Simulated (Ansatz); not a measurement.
**Au in Ansatz: the effect of functional**

Au:

```
Au
1.0
     2.90000    0.00000    0.00000
    -1.45000    2.51147    0.00000
     0.00000    0.00000    4.88000
Au
2
Direct
  0.66667 0.33333 0.25000
  0.33333 0.66667 0.75000
```

This isn't the form of Au at room conditions, which is fcc.

Alike in all runs:

```yaml
Program: Ansatz 0.2.0
Task: band structure
Potentials_or_basis: all-electron LAPW, scalar-relativistic
Cutoff: 245 eV (chosen from the basis error)
Basis_error_allowed: 0.001 eV/atom
k_mesh: 11 × 11 × 6
Occupations: fermi-dirac, width 0.05 eV
Spin: no spin polarisation
```

Q: One run gave: pressure -6.5 GPa. Which functional did it use?
A. LDA
B. PBEsol
C. PBE

A: B.

```tsv
functional	pressure (GPa)
PBE	1.9
LDA	-10.8
PBEsol	-6.5
```
